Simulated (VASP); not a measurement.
# Si (Fd-3m) in VASP: notebook, part 2 of 2

VASP 6.6.1.

## 3. Relaxation of cell and atoms, PBE+D3(BJ)

File INCAR:

```
SYSTEM = Si
  PREC = Accurate
  ENCUT = 600
  EDIFF = 1E-7
  ISMEAR = 0
  SIGMA = 0.02
  LREAL = .False.
  LASPH = .True.
  NELM = 100
  ALGO = Fast
  ISIF = 3
  LWAVE = .False.
  LCHARG = .False.
  GGA = PE
  IVDW = 12
  IBRION = 2
  NSW = 100
  EDIFFG = -0.002
```

File KPOINTS:

```
regular mesh
0
Gamma
  12 12 12
  0 0 0
```

File POSCAR:

```
Si
1.0
    0.0000000000      2.7105460861      2.7105460861
    2.7105460861      0.0000000000      2.7105460861
    2.7105460861      2.7105460861      0.0000000000
Si
2
Direct
    0.0000000000      0.0000000000      0.0000000000
    0.2500000000      0.2500000000      0.2500000000
```

Potentials or basis: VASP PAW PBE potentials, release 64 (Si).

On the command line:

```bash
$ cat potpaw_PBE.64/Si/POTCAR > POTCAR
$ mpirun -np 1 vasp_std > vasp.out
```

OUTCAR:

```text
SYSTEM = Si
   PREC = Accurate
   ENCUT = 600
   EDIFF = 1E-7
   ISMEAR = 0
   LREAL = .False.
   LASPH = .True.
   NELM = 100
   ISIF = 3
   GGA = PE
   IVDW = 12
   IBRION = 2
   NSW = 100
   EDIFFG = -0.002
 IVDW          = 12

 ion  position               nearest neighbor table
   1  0.000  0.000  0.000-   2 2.35   2 2.35   2 2.35   2 2.35
   2  0.250  0.250  0.250-   1 2.35   1 2.35   1 2.35   1 2.35

  LATTYP: Found a face centered cubic cell.
 ALAT       =     5.4210921722

  Lattice vectors:

 A1 = (   0.0000000000,   2.7105460861,   2.7105460861)
 A2 = (   2.7105460861,   0.0000000000,   2.7105460861)
 A3 = (   2.7105460861,   2.7105460861,   0.0000000000)

Analysis of symmetry for initial positions (statically):
=====================================================================
 Subroutine PRICEL returns:
 Original cell was already a primitive cell.

 Routine SETGRP: Setting up the symmetry group for a
 face centered cubic supercell.

 Subroutine GETGRP returns: Found 48 space group operations
 (whereof 24 operations were pure point group operations)
 out of a pool of 48 trial point group operations.

The static configuration has the point symmetry T_d .
 The point group associated with its full space group is O_h .

Analysis of symmetry for dynamics (positions and initial velocities):
=====================================================================
 Subroutine PRICEL returns:
 Original cell was already a primitive cell.

 Routine SETGRP: Setting up the symmetry group for a
 face centered cubic supercell.

 Subroutine GETGRP returns: Found 48 space group operations
 (whereof 24 operations were pure point group operations)
 out of a pool of 48 trial point group operations.

The dynamic configuration has the point symmetry T_d .
 The point group associated with its full space group is O_h .

 Subroutine INISYM returns: Found 48 space group operations
 (whereof 24 operations are pure point group operations),
 and found     1 'primitive' translations

----------------------------------------------------------------------------------------

                                     Primitive cell
[... 104 lines left out ...]
   EMIN   =  10.00;   EMAX   =-10.00  energy-range for DOS
   EFERMI =   0.00;   METHOD = LEGACY
   ISMEAR =     0;   SIGMA  =   0.02  broadening in eV -4-tet -1-fermi 0-gaus
   EFERMI_NEDOS =   21; number of points for ismear=-14 and -15
   IALGO  =     68    algorithm
   IMIX   =      4    mixing-type and parameters
     AMIX     =   0.40;   BMIX     =  1.00
     AMIX_MAG =   1.60;   BMIX_MAG =  1.00
  volume/ion in A,a.u.               =      19.91       134.39
  Fermi-wavevector in a.u.,A,eV,Ry     =   0.958749  1.811772 12.506457  0.919199
  Thomas-Fermi vector in A             =   2.087883
   LORBIT       =      0    0 simple, 1 ext, 2 COOP (PROOUT), +10 PAW based schemes
   GGA     = PE    functional components
   LHFCALC =     F    Hartree Fock is set to
   AEXX    =    0.0000 exact exchange contribution
   IVDW    =    12    specifies the selected vdW correction
   LEPSILON=     F    determine dielectric tensor
   LRPA    =     F    only Hartree local field effects (RPA)
 conjugate gradient relaxation of ions
 non-spin polarized calculation
 RMM-DIIS sequential band-by-band and
 Gauss-broadening in eV      SIGMA  =   0.02
  energy-cutoff  :      600.00
  volume of cell :       39.83
 maximum number of plane-waves:      1363
   NGX = 15   NGY = 15   NGZ = 15

--------------------------------------- Ionic step        1  -------------------------------------------

 number of electron       7.9999999 magnetization

 Free energy of the ion-electron system (eV)
  ---------------------------------------------------
  ext. energy  EPLUGINS =         0.00000000
  ---------------------------------------------------
  free energy    TOTEN  =       -10.84192247 eV

  energy without entropy =      -10.84192247  energy(sigma->0) =      -10.84192247

------------------------ aborting loop because EDIFF is reached ----------------------------------------

 Edisp (eV)   -0.63163

 E8    (eV) :    -0.2619
[... 71 lines left out ...]
--------------------------------------- Ionic step        3  -------------------------------------------

 number of electron       7.9999999 magnetization

 Free energy of the ion-electron system (eV)
  ---------------------------------------------------
  ext. energy  EPLUGINS =         0.00000000
  ---------------------------------------------------
  free energy    TOTEN  =       -10.84150802 eV

  energy without entropy =      -10.84150802  energy(sigma->0) =      -10.84150802

 E-fermi :   6.0300     XC(G=0):  -9.4325

 val. band max:        5.8863299631   @ k =   0.0000   0.0000   0.0000
 cond. band min:       6.4485567680   @ k =   0.4167   0.4167   0.0000
 fundamental gap:      0.5622268049
 Fermi energy:         6.0300337336

 k-point     1 :       0.0000    0.0000    0.0000
  band No.  band energies     occupation
      1      -6.1122      2.00000
      2       5.8863      2.00000
      3       5.8863      2.00000
      4       5.8863      2.00000
      5       8.4546      0.00000
      6       8.4546      0.00000
      7       8.4546      0.00000
      8       9.3294      0.00000
[... 243 lines left out ...]
 k-point    24 :      -0.4167    0.1667    0.0000
  band No.  band energies     occupation
      1      -3.4908      2.00000
      2      -0.8992      2.00000
      3       2.8849      2.00000
      4       4.2881      2.00000
      5       8.0781      0.00000
      6       9.9700      0.00000
      7      10.2863      0.00000
      8      13.8891      0.00000

 [... further k-points ...]

------------------------ aborting loop because EDIFF is reached ----------------------------------------

 Edisp (eV)   -0.63205

 E8    (eV) :    -0.2621
[... 25 lines left out ...]
  FREE ENERGIE OF THE ION-ELECTRON SYSTEM (eV)
  ---------------------------------------------------
  free  energy   TOTEN  =       -11.4735618358 eV

  energy  without entropy=      -11.4735618358  energy(sigma->0) =      -11.47356184

 reached required accuracy - stopping structural energy minimisation
```

CONTCAR:

```text
Si
   1.00000000000000
    -0.0000000000000000    2.7099428330475246    2.7099428330475246
     2.7099428330475246    0.0000000000000000    2.7099428330475246
     2.7099428330475246    2.7099428330475246    0.0000000000000000
  Si
     2
Direct
     0.0000000000000000    0.0000000000000000    0.0000000000000000
     0.2500000000000000    0.2500000000000000    0.2500000000000000

  0.00000000E+00  0.00000000E+00  0.00000000E+00
  0.00000000E+00  0.00000000E+00  0.00000000E+00
```

It took 30 s on 1 thread of Intel Xeon Platinum 8488C (Sapphire Rapids), shared host; peak memory 0.18 GiB.

What came out:

- Free energy: -11.4736 eV
- Relaxed volume: 19.90 Å³/atom
- Relaxed cell: a = 3.832 Å, b = 3.832 Å, c = 3.832 Å, α = 60.00°, β = 60.00°, γ = 60.00°
- Space group after relaxing (to 0.05 Å): Fd-3m (No. 227)
- Energy gained by relaxing: 0.0 meV/atom
- Ionic steps: 3
- Pressure after relaxing: 0.0 GPa
- Band gap on the k mesh: 0.56 eV, indirect (least direct gap 2.57 eV)
- Dispersion energy per atom: -0.316 eV

Final structure:
```yaml
crystal:
  lattice:
    - [0.00000, 2.70994, 2.70994]
    - [2.70994, 0.00000, 2.70994]
    - [2.70994, 2.70994, 0.00000]
  atoms:
    - { symbol: Si, position: [0.00000, 0.00000, 0.00000] }
    - { symbol: Si, position: [0.25000, 0.25000, 0.25000] }
```

Levels at points of the mesh, in eV from the valence-band top:
| k point | band 2 | band 3 | band 4 | band 5 | band 6 | band 7 |
| --- | --- | --- | --- | --- | --- | --- |
| (0.00, 0.00, 0.00) | 0.00 | 0.00 | 0.00 | 2.57 | 2.57 | 2.57 |
| (0.50, 0.00, 0.00) | -6.99 | -1.20 | -1.20 | 1.56 | 3.34 | 3.34 |
| (0.50, 0.50, 0.00) | -7.83 | -2.86 | -2.86 | 0.70 | 0.70 | 10.17 |

## 4. Single point, PBE+D3(BJ)

File INCAR:

```
SYSTEM = Si
ALGO     = Normal         ! electronic algorithm
EDIFF    = 1E-6           ! SCF threshold, eV
ENCUT    = 520            ! plane-wave cutoff, eV
GGA      = PE             ! functional
ISIF     = 2              ! what is computed and relaxed
ISMEAR   = 0              ! smearing method
IVDW     = 12             ! dispersion correction
LASPH    = .True.         ! aspherical terms in the spheres
LCHARG   = .True.         ! write CHGCAR
LELF     = .True.         ! ELF
LREAL    = .False.        ! projectors in reciprocal space
LVHAR    = .True.       
LWAVE    = .False.        ! write WAVECAR
NBANDS   = 11             ! bands
NELM     = 100            ! most SCF steps
PREC     = Accurate       ! precision mode
SIGMA    = 0.02           ! smearing width, eV
```

File KPOINTS:

```
k-points
0
Gamma
  10 10 10
  0 0 0
```

POSCAR is that of step 3.

Potentials or basis: VASP PAW PBE potentials, release 64 (Si).

On the command line:

```bash
$ cat potpaw_PBE.64/Si/POTCAR > POTCAR
$ mpirun -np 1 vasp_std > vasp.out
```

OUTCAR:

```text
SYSTEM = Si
   EDIFF = 1E-6
   ENCUT = 520
   GGA = PE
   ISIF = 2
   ISMEAR = 0
   IVDW = 12
   LASPH = .True.
   LREAL = .False.
   NELM = 100
   PREC = Accurate
 IVDW          = 12

 ion  position               nearest neighbor table
   1  0.000  0.000  0.000-   2 2.35   2 2.35   2 2.35   2 2.35
   2  0.250  0.250  0.250-   1 2.35   1 2.35   1 2.35   1 2.35

  LATTYP: Found a face centered cubic cell.
 ALAT       =     5.4210921722

  Lattice vectors:

[... 525 lines left out ...]
 [... further k-points ...]

------------------------ aborting loop because EDIFF is reached ----------------------------------------

 Edisp (eV)   -0.63163

 E8    (eV) :    -0.2619

  FORCE on cell =-STRESS in cart. coord.  units (eV):
  Direction    XX          YY          ZZ          XY          YZ          ZX
  --------------------------------------------------------------------------------------
  -------------------------------------------------------------------------------------
  Total      -0.01420    -0.01420    -0.01420     0.00000    -0.00000     0.00000
  in kB      -0.57133    -0.57133    -0.57133     0.00000    -0.00000     0.00000
  external pressure =       -0.57 kB  Pullay stress =        0.00 kB

 VOLUME and BASIS-vectors are now :
 -----------------------------------------------------------------------------
  energy-cutoff  :      520.00
  volume of cell :       39.83
      direct lattice vectors                 reciprocal lattice vectors
     0.000000000  2.710546086  2.710546086    -0.184464674  0.184464674  0.184464674
     2.710546086  0.000000000  2.710546086     0.184464674 -0.184464674  0.184464674
     2.710546086  2.710546086  0.000000000     0.184464674  0.184464674 -0.184464674

 POSITION                                       TOTAL-FORCE (eV/Angst)
 -----------------------------------------------------------------------------------
      0.00000      0.00000      0.00000        -0.000000     -0.000000     -0.000000
      1.35527      1.35527      1.35527         0.000000      0.000000      0.000000
 -----------------------------------------------------------------------------------
    total drift:                               -0.000000     -0.000000     -0.000000

  FREE ENERGIE OF THE ION-ELECTRON SYSTEM (eV)
  ---------------------------------------------------
  free  energy   TOTEN  =       -11.4728505669 eV

  energy  without entropy=      -11.4728505669  energy(sigma->0) =      -11.47285057
```

stdout:

```text
POSCAR found type information on POSCAR Si
 POSCAR found :  1 types and       2 ions
 scaLAPACK will be used
 LDA part: xc-table for (Slater+PW92), standard interpolation
 POSCAR, INCAR and KPOINTS ok, starting setup
 FFT: planning ... GRIDC
 FFT: planning ... GRID_SOFT
 FFT: planning ... GRID
 WAVECAR not read
 entering main loop
```

It took 17 s on 1 thread of Intel Xeon Platinum 8488C (Sapphire Rapids), shared host; peak memory 0.16 GiB.

Results:

```
Free energy                : -11.4729 eV
Pressure                   : -0.1 GPa
Band gap on the k mesh     : 0.57 eV, indirect (least direct gap 2.57 eV)
Dispersion energy per atom : -0.316 eV
```

A k mesh can miss the band edges.

## 5. Relaxation of cell and atoms, PBE+D3(BJ)

This run uses another cell than the first one, of 20.12 Å³/atom, 1.011 times its volume.

File INCAR:

```
SYSTEM = Si
ALGO = Fast
EDIFF = 1E-6
EDIFFG = -0.002
ENCUT = 600
GGA = PE
IBRION = 2
ISIF = 3
ISMEAR = 0
IVDW = 12
LASPH = .True.
LCHARG = .False.
LREAL = .False.
LWAVE = .False.
NELM = 100
NSW = 100
PREC = Accurate
SIGMA = 0.02
```

KPOINTS is that of step 4.

File POSCAR:

```
Si
1.0
    0.0000000000      2.7200000000      2.7200000000
    2.7200000000      0.0000000000      2.7200000000
    2.7200000000      2.7200000000      0.0000000000
Si
2
Direct
    0.0000000000      0.0000000000      0.0000000000
    0.2500000000      0.2500000000      0.2500000000
```

On the command line:

```bash
$ cat potpaw_PBE.64/Si/POTCAR > POTCAR
$ mpirun -np 1 vasp_std > vasp.out
```

Wall time 24 s (1 thread of Intel Xeon Platinum 8488C (Sapphire Rapids), shared host); peak memory 0.18 GiB.

Results (log left out):

```yaml
Free_energy: -11.4730 eV
Relaxed_volume: 19.90 Å³/atom
Relaxed_cell: a = 3.832 Å, b = 3.832 Å, c = 3.832 Å, α = 60.00°, β = 60.00°, γ = 60.00°
Space_group_after_relaxing_to_0.05_Å: Fd-3m (No. 227)
Energy_gained_by_relaxing: 0.7 meV/atom
Ionic_steps: 3
Pressure_after_relaxing: 0.0 GPa
Band_gap_on_the_k_mesh: 0.57 eV, indirect (least direct gap 2.57 eV)
Dispersion_energy_per_atom: -0.316 eV
```

The path:
| step | energy change (eV) | largest force (eV/Å) | pressure (GPa) | volume (Å³) |
| --- | --- | --- | --- | --- |
| 1 | 0.0000 | 0.0000 | -0.99 | 40.25 |
| 2 | -0.0008 | 0.0000 | 0.66 | 39.53 |
| 3 | -0.0014 | 0.0000 | 0.01 | 39.80 |

Final structure:
```xyz
2
Lattice="0.0000 2.7099 2.7099 2.7099 0.0000 2.7099 2.7099 2.7099 0.0000" Properties=species:S:1:pos:R:3 pbc="T T T"
Si    0.0000    0.0000    0.0000
Si    1.3550    1.3550    1.3550
```

Levels at points of the mesh, in eV from the valence-band top:
```tsv
k point	band 1	band 2	band 3	band 4	band 5	band 6	band 7	band 8
(0.00, 0.00, 0.00)	-12.00	0.00	0.00	0.00	2.57	2.57	2.57	3.44
(0.50, 0.00, 0.00)	-9.65	-6.99	-1.20	-1.20	1.56	3.34	3.34	7.74
(0.50, 0.50, 0.00)	-7.83	-7.83	-2.86	-2.86	0.70	0.70	10.17	10.17
```

A k mesh can miss the band edges. Expect the measured gap to be larger: semilocal functionals such as PBE lack the derivative discontinuity.

## 6. The runs side by side

| task | cell | k mesh | cutoff (eV) | gap on the mesh (eV) | pressure (GPa) | relaxed volume (Å³/atom) |
| --- | --- | --- | --- | --- | --- | --- |
| single point | Fd-3m, 19.91 Å³/atom | 12 × 12 × 12 | 520 | 0.56 | -0.1 | - |
| relaxation of cell and atoms | relaxed | 12 × 12 × 12 | 600 | 0.56 | 0.0 | 19.90 |
| single point | Fd-3m, 19.91 Å³/atom | 10 × 10 × 10 | 520 | 0.57 | -0.1 | - |
| relaxation of cell and atoms | relaxed | 10 × 10 × 10 | 600 | 0.57 | 0.0 | 19.90 |

Alike in all rows: level PBE+D3(BJ); potentials or basis VASP PAW PBE potentials, release 64 (Si); no spin polarisation; smearing gaussian 0.02 eV.

Total energies depend on the potentials used, so only differences within one code and one set of settings carry meaning.
